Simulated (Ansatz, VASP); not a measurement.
InAs in VASP and in Ansatz

```
CELL_PARAMETERS angstrom
0.00000 3.02400 3.02400
3.02400 0.00000 3.02400
3.02400 3.02400 0.00000
ATOMIC_POSITIONS crystal
In 0.00000 0.00000 0.00000
As 0.75000 0.75000 0.75000
```

Alike in both runs: task single point; functional PBEsol; k mesh 14 × 14 × 14; occupations gaussian, width 0.15 eV; no spin polarisation.

|  | VASP | Ansatz |
| --- | --- | --- |
| version | VASP 6.6.1 | Ansatz 0.2.0 |
| potentials or method | VASP PAW PBE potentials, release 64 (In_d, As) | scalar-relativistic, plane waves, PAW |
| plane-wave cutoff (eV) | 520 | 420 |
| valence electrons in the cell | 18 | 28 |

```tsv
	VASP	Ansatz	Ansatz less VASP
gap on the k mesh at the Fermi level (eV)	none	none	-
pressure (GPa)	1.2	1.1	-0.10
```

A gap of «none» marks a metal or a gap that the smearing closes. The functional is the same, so the differences come from potentials, cutoffs and numerics. The two sets of potentials don't hold the same shells in valence.

Caveats: the PAW data sets were made with another functional, which shifts forces and pressure a little (VASP); this crystal is a semiconductor, whose small gap the functional closes, so the metal is an error of the method.
